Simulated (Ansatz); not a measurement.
**Se: what changed settings do**

All trials start from this Ansatz input:

```yaml
crystal:
  lattice:
    - [1.39426943, -4.039002765, 0.0]
    - [1.39426943, 4.039002765, 0.0]
    - [0.0, 0.0, 4.6134314]
  atoms:
    - { symbol: Se, position: [0.93565532, 0.06434468, 0.25] }
    - { symbol: Se, position: [0.06434468, 0.93565532, 0.75] }
basis:
  ecutwfc: 420
kpoints:
  mp_grid: { grid: [6, 6, 4] }
hamiltonian:
  xc: pbe
scf:
  occupations: { method: gaussian, width: 0.1 }
output:
  forces: true
  stress: true
  eigenvalues: true
```

Command:

```bash
ansatz run input.yaml --threads 1 --pin off --max-ram 1331MiB --backend cpu --events-out ev --progress --plain --runs-dir out
```

The run converges in 6 SCF iterations on 39 irreducible k-points: pressure 1.57 GPa, largest force 0.310 eV/Å, no gap.

These settings were drawn at random to show what each does; none of the numbers is a converged property of the crystal. Each trial's input is given as a difference from the reference's; energies are extrapolated to zero smearing where there is one, and pressure is positive in compression.

**Question.** Trial 1 (volume scaled):

```diff
 crystal:
   lattice:
-    - [1.39426943, -4.039002765, 0.0]
-    - [1.39426943, 4.039002765, 0.0]
-    - [0.0, 0.0, 4.6134314]
+    - [1.3217822138, -3.8290174779, 0.0]
+    - [1.3217822138, 3.8290174779, 0.0]
+    - [0.0, 0.0, 4.373581919]
 kpoints:
-  mp_grid: { grid: [6, 6, 4] }
+  mp_grid: { grid: [2, 2, 2], shift: [0.5, 0.5, 0.5] }
```

What does the program give?

**Answer.** The run converges in 6 SCF iterations on 2 irreducible k-points: energy 374 meV per atom below the reference, pressure 14.25 GPa, largest force 0.366 eV/Å, no gap.

**Question.** Trial 2:

```diff
 hamiltonian:
+  hubbard: { sites: [{ species: Se, l: p, u_eff: 2.3 }] }
```

What does the program give?

**Answer.** The run converges in 6 SCF iterations on 39 irreducible k-points: pressure 1.34 GPa, largest force 0.622 eV/Å, no gap. It warns that the count of filled bands differs between k-points. Under a U the state reached may not be the lowest.

**Question.** Trial 3:

```diff
 basis:
+  ecutrho_ratio: 8
 output:
+  efg: {}
```

What does the program give?

**Answer.** The run converges in 6 SCF iterations on 39 irreducible k-points: energy 0.01 meV per atom above the reference, pressure 1.57 GPa, largest force 0.310 eV/Å, no gap.

**Question.** Trial 4:

```diff
 basis:
-  ecutwfc: 420
+  ecutwfc: "23 Ry"
```

What does the program give?

**Answer.** The run converges in 6 SCF iterations on 39 irreducible k-points: energy 12.6 meV per atom above the reference, pressure 1.59 GPa, largest force 0.309 eV/Å, no gap. It warns that the cutoff lies under the recommended one, 420 eV for these potentials.

**Question.** Trial 5:

```diff
 hamiltonian:
+  hubbard: { sites: [{ species: Se, l: p, u_eff: 1.8 }] }
```

What happens?

**Answer.** The run converges in 6 SCF iterations on 39 irreducible k-points: pressure 1.37 GPa, largest force 0.563 eV/Å, no gap. It warns that the count of filled bands differs between k-points.

**Question.** Trial 6:

```diff
 basis:
-  ecutwfc: 420
+  ecutwfc: "18 Ry"
 kpoints:
-  mp_grid: { grid: [6, 6, 4] }
+  mp_grid: { kspacing: 0.86 }
 scf:
+  mixing: { beta: 0.11 }
+  initial_density: { chi_scale: 0, normalization: atom }
+  max_iter: 58
```

What does the program give?

**Answer.** The run converges in 7 SCF iterations on 8 irreducible k-points: energy 203 meV per atom above the reference, pressure 0.40 GPa (unreliable at so low a cutoff), largest force 1.205 eV/Å (unreliable too), no gap. It warns that the cutoff lies under the recommended one, 420 eV for these potentials.

**Question.** Trial 7:

```diff
 basis:
-  ecutwfc: 420
+  ecutwfc: "0.4 keV"
 kpoints:
-  mp_grid: { grid: [6, 6, 4] }
+  mp_grid: { grid: [2, 2, 2] }
 scf:
+  max_iter: 82
```

How does this run end?

**Answer.** The program refuses the input:

```text
Error: YAML parse error: error: line 10 column 12: unknown unit factor `keV`
```

Next try, with these keys changed back:

```diff
 basis:
-  ecutwfc: "0.4 keV"
+  ecutwfc: 420
```

The run converges in 7 SCF iterations on 6 irreducible k-points: energy 139 meV per atom below the reference, pressure 0.63 GPa, largest force 2.597 eV/Å, no gap.

**Question.** Trial 8:

```diff
 basis:
-  ecutwfc: 420
+  ecutwfc: 0
 scf:
+  convergence: { dr2_threshold: "1e-8 eV" }
+  max_iter: 93
+relax:
+  adjacent_minimum: "off"
+  f_tol: 0.02
+  max_steps: 5
```

What happens?

**Answer.** The program refuses the input:

```text
Error: invalid value for `basis.ecutwfc`: must be finite and > 0; got 0 eV
```

Next try, with these keys changed back:

```diff
 basis:
-  ecutwfc: 0
+  ecutwfc: 420
```

The relaxation ends after 4 steps and 23 SCF iterations, 4.65 meV per atom in free energy under its start, at 25.98 Å³/atom: energy 5.14 meV per atom below the reference, pressure 2.44 GPa, largest force 0.003 eV/Å, no gap. It warns that the SCF threshold is loose for the stress.

**Question.** Trial 9:

```diff
 basis:
-  ecutwfc: 420
+  ecutwfc: "38 Ry"
 hamiltonian:
-  xc: pbe
+  xc: lda
 scf:
+  lower_state_search: "off"
```

What happens?

**Answer.** The run converges in 6 SCF iterations on 39 irreducible k-points: pressure -2.59 GPa, largest force 0.418 eV/Å, no gap.

**Question.** Trial 10:

```diff
 scf:
+  mixing: { beta: 0.28, preconditioner: kerker_dos }
+  initial_density: { chi_scale: 0, normalization: atom }
+  max_iter: 50
+accuracy: low
```

How does this run end?

**Answer.** The run converges in 8 SCF iterations on 39 irreducible k-points: the reference's energy to 0.01 meV per atom, pressure 1.57 GPa, largest force 0.310 eV/Å, no gap.